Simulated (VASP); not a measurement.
# Al (Fm-3m) in VASP: a series of runs, part 2 of 2

VASP 6.6.1. The steps go on from the part before.

## 3. Relaxation of cell and atoms, PBE

Contents of INCAR:

```
SYSTEM = Al
PREC = Accurate
ENCUT = 680
EDIFF = 1E-7
ISMEAR = -1
SIGMA = 0.05
LREAL = .False.
LASPH = .True.
NELM = 80
ALGO = Normal
ISIF = 3
LWAVE = .False.
LCHARG = .False.
GGA = PE
IBRION = 2
NSW = 40
EDIFFG = -0.02
```

Contents of KPOINTS:

```
Automatic mesh
0
Gamma
  11 11 11
  0 0 0
```

Contents of POSCAR:

```
Al
1.0
    0.0000000000      2.0248050000      2.0248050000
    2.0248050000      0.0000000000      2.0248050000
    2.0248050000      2.0248050000      0.0000000000
Al
1
Direct
    0.0000000000      0.0000000000      0.0000000000
```

Potentials or basis: VASP PAW PBE potentials, release 64 (Al_GW).

Started as:

```
$ cat potpaw_PBE.64/Al_GW/POTCAR > POTCAR
$ mpirun -np 1 vasp_std > vasp.out
```

OUTCAR:

```text
SYSTEM = Al
   PREC = Accurate
   ENCUT = 680
   EDIFF = 1E-7
   ISMEAR = -1
   LREAL = .False.
   LASPH = .True.
   NELM = 80
   ISIF = 3
   GGA = PE
   IBRION = 2
   NSW = 40
   EDIFFG = -0.02

 ion  position               nearest neighbor table
   1  0.000  0.000  0.000-

  LATTYP: Found a face centered cubic cell.
 ALAT       =     4.0496100000

  Lattice vectors:

 A1 = (   0.0000000000,   2.0248050000,   2.0248050000)
 A2 = (   2.0248050000,   0.0000000000,   2.0248050000)
[... 420 lines left out ...]
 [... further k-points ...]

------------------------ aborting loop because EDIFF is reached ----------------------------------------

  FORCE on cell =-STRESS in cart. coord.  units (eV):
  Direction    XX          YY          ZZ          XY          YZ          ZX
  --------------------------------------------------------------------------------------
  -------------------------------------------------------------------------------------
  Total        0.0105372      0.0105372      0.0105372      0.0000000      0.0000000      0.0000000
  in kB        1.0256947      1.0256947      1.0256947      0.0000000      0.0000000      0.0000000
  external PRESSURE =       1.0256947 kB  Pullay stress =       0.0000000 kB

 VOLUME and BASIS-vectors are now :
 -----------------------------------------------------------------------------
  energy-cutoff  :      680.00
  volume of cell :       16.46
      direct lattice vectors                 reciprocal lattice vectors
     0.000000000  2.018966075  2.018966075    -0.247651511  0.247651511  0.247651511
     2.018966075  0.000000000  2.018966075     0.247651511 -0.247651511  0.247651511
     2.018966075  2.018966075 -0.000000000     0.247651511  0.247651511 -0.247651511

 POSITION                                       TOTAL-FORCE (eV/Angst)
 -----------------------------------------------------------------------------------
      0.00000      0.00000      0.00000         0.000000      0.000000      0.000000
 -----------------------------------------------------------------------------------
    total drift:                                0.000000     -0.000000     -0.000000

  FREE ENERGIE OF THE ION-ELECTRON SYSTEM (eV)
  ---------------------------------------------------
  free  energy   TOTEN  =        -3.7613725701 eV

  energy  without entropy=       -3.7573755143  energy(sigma->0) =       -3.75937404

 reached required accuracy - stopping structural energy minimisation
```

OSZICAR:

```text
N       E                     dE             d eps       ncg     rms          rms(c)
DAV:   1    -0.857640045766E+00   -0.85764E+00   -0.15636E+03   560   0.464E+02
DAV:   2    -0.375155105189E+01   -0.28939E+01   -0.27606E+01   685   0.370E+01
DAV:   3    -0.378441897899E+01   -0.32868E-01   -0.32861E-01   745   0.410E+00
DAV:   4    -0.378462517140E+01   -0.20619E-03   -0.20619E-03   780   0.371E-01
DAV:   5    -0.378462967147E+01   -0.45001E-05   -0.45010E-05   770   0.328E-02    0.948E-01
DAV:   6    -0.377101044533E+01    0.13619E-01   -0.18294E-03   710   0.321E-01    0.588E-01
DAV:   7    -0.376115626455E+01    0.98542E-02   -0.55607E-03   705   0.547E-01    0.236E-02
DAV:   8    -0.376115563377E+01    0.63078E-06   -0.19148E-05   700   0.492E-02    0.622E-03
DAV:   9    -0.376115622315E+01   -0.58939E-06   -0.27416E-07   755   0.504E-03    0.457E-04
DAV:  10    -0.376115597240E+01    0.25075E-06   -0.19219E-09   515   0.471E-04    0.206E-04
DAV:  11    -0.376115587497E+01    0.97431E-07   -0.81847E-10   380   0.247E-04
   1 F= -.37611559E+01 E0= -.37591507E+01  d E =-.376116E+01
       N       E                     dE             d eps       ncg     rms          rms(c)
DAV:   1    -0.376139990985E+01   -0.24394E-03   -0.37868E-03   760   0.370E-01    0.289E-02
DAV:   2    -0.376138318557E+01    0.16724E-04   -0.81210E-06   635   0.301E-02    0.179E-02
DAV:   3    -0.376137249864E+01    0.10687E-04   -0.51280E-06   645   0.170E-02    0.561E-04
DAV:   4    -0.376137257005E+01   -0.71415E-07   -0.18169E-08   560   0.157E-03
   2 F= -.37613726E+01 E0= -.37593740E+01  d E =-.216695E-03
```

CONTCAR:

```text
Al
   1.00000000000000
     0.0000000000000000    2.0189660746039939    2.0189660746039939
     2.0189660746039939    0.0000000000000000    2.0189660746039939
     2.0189660746039939    2.0189660746039939   -0.0000000000000000
  Al
     1
Direct
     0.0000000000000000    0.0000000000000000    0.0000000000000000

  0.00000000E+00  0.00000000E+00  0.00000000E+00
```

It took 8.5 s on 1 thread of Intel Xeon Platinum 8488C (Sapphire Rapids), shared host; peak memory 0.14 GiB.

What came out:

| Item | Value |
| --- | --- |
| Free energy | -3.7614 eV |
| Relaxed volume | 16.46 Å³/atom |
| Relaxed cell | a = 2.855 Å, b = 2.855 Å, c = 2.855 Å, α = 60.00°, β = 60.00°, γ = 60.00° |
| Space group after relaxing (to 0.05 Å) | Fm-3m (No. 225) |
| Energy gained by relaxing | 0.2 meV/atom |
| Ionic steps | 2 |
| Pressure after relaxing | 0.1 GPa |
| Band gap on the k mesh | none (metal or under the smearing width) |

The path:
| step | energy change (eV) | largest force (eV/Å) | pressure (GPa) | volume (Å³) |
| --- | --- | --- | --- | --- |
| 1 | 0.0000 | 0.0000 | -0.58 | 16.60 |
| 2 | -0.0002 | 0.0000 | 0.10 | 16.46 |

Final structure:
```yaml
crystal:
  lattice:
    - [0.00000, 2.01897, 2.01897]
    - [2.01897, 0.00000, 2.01897]
    - [2.01897, 2.01897, 0.00000]
  atoms:
    - { symbol: Al, position: [0.00000, 0.00000, 0.00000] }
```

Levels at points of the mesh, in eV from the Fermi level:
```
           k point  band 1  band 2  band 3  band 4  band 5
(0.00, 0.00, 0.00)  -11.16   12.61   12.61   12.61   14.10
```

## 4. Relaxation of cell and atoms, PBE

Contents of INCAR:

```
ALGO = Normal
EDIFF = 1E-6
EDIFFG = -0.02
ENCUT = 630
GGA = PE
IBRION = 2
ISIF = 3
ISMEAR = -1
LASPH = True
LCHARG = False
LREAL = False
LWAVE = False
NELM = 60
NSW = 40
PREC = Accurate
SIGMA = 0.05
```

Contents of KPOINTS:

```
k-points
0
Gamma
  11 11 11
```

POSCAR is that of step 3.

Started as:

```
$ cat potpaw_PBE.64/Al_GW/POTCAR > POTCAR
$ mpirun -np 1 vasp_std > vasp.out
```

Run time: 7.7 s. Hardware: 1 thread of Intel Xeon Platinum 8488C (Sapphire Rapids), shared host; peak memory 0.14 GiB.

The run converged. Its results:

```yaml
Free_energy: -3.7613 eV
Relaxed_volume: 16.46 Å³/atom
Relaxed_cell: a = 2.855 Å, b = 2.855 Å, c = 2.855 Å, α = 60.00°, β = 60.00°, γ = 60.00°
Space_group_after_relaxing_to_0.05_Å: Fm-3m (No. 225)
Energy_gained_by_relaxing: 0.2 meV/atom
Ionic_steps: 2
Pressure_after_relaxing: 0.1 GPa
Band_gap_on_the_k_mesh: none (metal or under the smearing width)
```

Step by step:
| step | energy change (eV) | largest force (eV/Å) | pressure (GPa) | volume (Å³) |
| --- | --- | --- | --- | --- |
| 1 | 0.0000 | 0.0000 | -0.58 | 16.60 |
| 2 | -0.0002 | 0.0000 | 0.10 | 16.46 |

Final structure:
```cif
data_structure
_symmetry_space_group_name_H-M 'P 1'
_symmetry_Int_Tables_number 1
_cell_length_a 2.8552
_cell_length_b 2.8552
_cell_length_c 2.8552
_cell_angle_alpha 60.000
_cell_angle_beta 60.000
_cell_angle_gamma 60.000
_cell_volume 16.46
loop_
_atom_site_label
_atom_site_type_symbol
_atom_site_fract_x
_atom_site_fract_y
_atom_site_fract_z
_atom_site_occupancy
Al1 Al 0.00000 0.00000 0.00000 1
```

Levels at points of the mesh, in eV from the Fermi level:
```csv
k point,band 1,band 2,band 3,band 4,band 5
"(0.00, 0.00, 0.00)",-11.16,12.61,12.61,12.61,14.10
```

## 5. The runs side by side

```tsv
potentials or basis	cutoff (eV)	gap on the mesh (eV)	pressure (GPa)	relaxed volume (Å³/atom)
VASP PAW PBE potentials, release 64 (Al)	600	none	0.0	16.51
VASP PAW PBE potentials, release 64 (Al_GW)	680	none	0.1	16.46
VASP PAW PBE potentials, release 64 (Al_GW)	630	none	0.1	16.46
```

Alike in all rows: task relaxation of cell and atoms; level PBE; no spin polarisation; cell relaxed; k mesh 11 × 11 × 11; smearing fermi-dirac 0.05 eV.

Total energies depend on the potentials used, so only differences within one code and one set of settings carry meaning.

## 6. Against experiment

Step 2. The cell as given is a measured one (16.60 Å³/atom); PBE puts the equilibrium volume -0.6 % from it, thermal expansion not counted.

Step 3. The cell as given is a measured one (16.60 Å³/atom); PBE puts the equilibrium volume -0.9 % from it, thermal expansion not counted.

Step 4. The cell as given is a measured one (16.60 Å³/atom); PBE puts the equilibrium volume -0.9 % from it, thermal expansion not counted.
